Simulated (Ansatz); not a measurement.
# SiNi: properties at the relaxed cell

An exercise on one series of results from a longer session: the logs are not shown, and one member is left open.

Program: Ansatz 0.2.0. Level of theory: DFT PBEsol, scalar-relativistic, plane waves, PAW. These are calculated values, not measurements.

2 further runs of the same task are left out: 2 set aside as unsound or not needed.

## The system as given

The structure is cubic, space group P2_13 (No. 198). Conventional cell: a = 4.468 Å, b = 4.468 Å, c = 4.468 Å, α = 90.00°, β = 90.00°, γ = 90.00°. Around Si (site symmetry 3) lie 7 Ni at 2.34 to 2.42 Å. Ni (site symmetry 3) has 7 Si at 2.34 to 2.42 Å as nearest neighbours.

Structure file:

```
CELL_PARAMETERS angstrom
4.46798 0.00000 0.00000
0.00000 4.46798 0.00000
0.00000 0.00000 4.46798
ATOMIC_POSITIONS crystal
Si 0.84646 0.84646 0.84646
Si 0.65354 0.15354 0.34646
Si 0.34646 0.65354 0.15354
Si 0.15354 0.34646 0.65354
Ni 0.14899 0.14899 0.14899
Ni 0.35101 0.85101 0.64899
Ni 0.64899 0.35101 0.85101
Ni 0.85101 0.64899 0.35101
```

It is the result of an earlier relaxation at this level (volume 11.15 Å³/atom; gap on the mesh: none (metal)).

The first run:

File input.yaml:

```yaml
crystal:
  lattice:
    - [4.4679769699, 0.0, 0.0]
    - [0.0, 4.4679769699, 0.0]
    - [0.0, 0.0, 4.4679769699]
  atoms:
    - { symbol: Si, position: [0.8464645197, 0.8464645197, 0.8464645197] }
    - { symbol: Si, position: [0.6535354803, 0.1535354803, 0.3464645197] }
    - { symbol: Si, position: [0.3464645197, 0.6535354803, 0.1535354803] }
    - { symbol: Si, position: [0.1535354803, 0.3464645197, 0.6535354803] }
    - { symbol: Ni, position: [0.1489904748, 0.1489904748, 0.1489904748] }
    - { symbol: Ni, position: [0.3510095252, 0.8510095252, 0.6489904748] }
    - { symbol: Ni, position: [0.6489904748, 0.3510095252, 0.8510095252] }
    - { symbol: Ni, position: [0.8510095252, 0.6489904748, 0.3510095252] }
basis:
  ecutwfc: 420
kpoints:
  mp_grid: { grid: [8, 8, 8] }
  band_path:
    path:
      - [[0.0, 0.0, 0.0], [0.0, 0.5, 0.0], [0.5, 0.5, 0.0], [0.0, 0.0, 0.0], [0.5, 0.5, 0.5], [0.0, 0.5, 0.0]]
      - [[0.5, 0.5, 0.5], [0.5, 0.5, 0.0], [0.5, 0.0, 0.0]]
    npoints: 14
hamiltonian:
  xc: pbesol
scf:
  occupations: { method: gaussian, width: 0.1 }
  n_extra_bands: 20
output:
  forces: true
  stress: true
  eigenvalues: true
  populations: true
  dos: { projected: true, de: 0.02, nscf_kmesh: { grid: [12, 12, 12] } }
  bader: true
  write_density: true
  write_potential: true
  elf: true
  volumetric_format: npy
```

Command:

```bash
$ ansatz run input.yaml --threads 2 --pin off --max-ram 5120MiB --backend cpu --events-out ev --progress --plain --runs-dir out
```

Steps of the session up to this table: Electronic structure at the relaxed geometry; Volume × 0.97; Volume × 1.03; Volume × 0.94; Volume × 1.06.

One table of the session follows, with a row left open; its other results are not shown here.

```
volume (Å³/atom)  energy above the lowest point (meV/atom)  pressure (GPa)
          10.480                                      28.3           14.36
          10.815                                         ?               ?
          11.149                                       0.0            0.01
          11.484                                       6.0           -5.55
          11.818                                      22.5          -10.15
```

Q: Estimate the row for volume (Å³/atom) = 10.815 from the others.

Worked estimate for «energy above the lowest point (meV/atom)». A straight line through the neighbours (10.480, 28.3) and (11.149, 0.0) gives 28.3 + (0.0 − 28.3) × (10.815 − 10.480) / (11.149 − 10.480) = 14.1; a parabola fitted to 3 rows on both sides gives 7.4.

The run gave: energy above the lowest point (meV/atom): 6.7; pressure (GPa): 6.57. In «energy above the lowest point (meV/atom)» the line misses by +7.4 and the parabola by +0.7.

Caveats from the session: Spin polarisation is off in the runs that give these values; a magnetic solution could lie lower. Warnings in the runs' records: stress scf threshold loose.
